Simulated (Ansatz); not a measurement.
Space group Cccm (No. 66). a = 4.183 Å, b = 4.199 Å, c = 5.173 Å, α = 90.00°, β = 90.00°, γ = 90.00°
```csv
atom,site,symmetry,x,y,z
Cu,4f,..2/m,0.7500,0.2500,0.0000
O,4b,222,0.0000,0.5000,0.2500
```

Equation of state of this CuO structure (not necessarily the ground state), with shape and atoms relaxed at each volume where symmetry leaves them free. It has no gap at any of these volumes. Level of theory: DFT PBE+U, scalar-relativistic, plane waves, PAW (Ansatz 0.2.0).

Settings: cutoff 420 eV, Γ-centred mesh 14×14×8 on the computed 4-atom cell, Gaussian smearing of 0.10 eV; U_eff Cu 4.00 eV on the d shells (Löwdin-orthogonalised atomic orbitals); no spin polarisation.

```tsv
V (Å³/atom)	E − E(largest V) (meV/atom)	P (GPa)
10.678	3.34	8.88
11.018	-10.26	4.12
11.359	-14.50	0.00
11.700	-10.70	-3.53
12.041	0.00	-6.53
```

**Question.** Fit a third-order Birch–Murnaghan equation to E(V).

**Answer.** V0 = 11.36 Å³/atom, B0 = 126 GPa, B0' = 4.1.

Spin polarisation was left out, and a magnetic state may lie lower.

This form isn't the usual stable structure of the compound.

Cost: 5 runs of about 16 core-minutes in all, on Arm Neoverse V2 (shared hosts).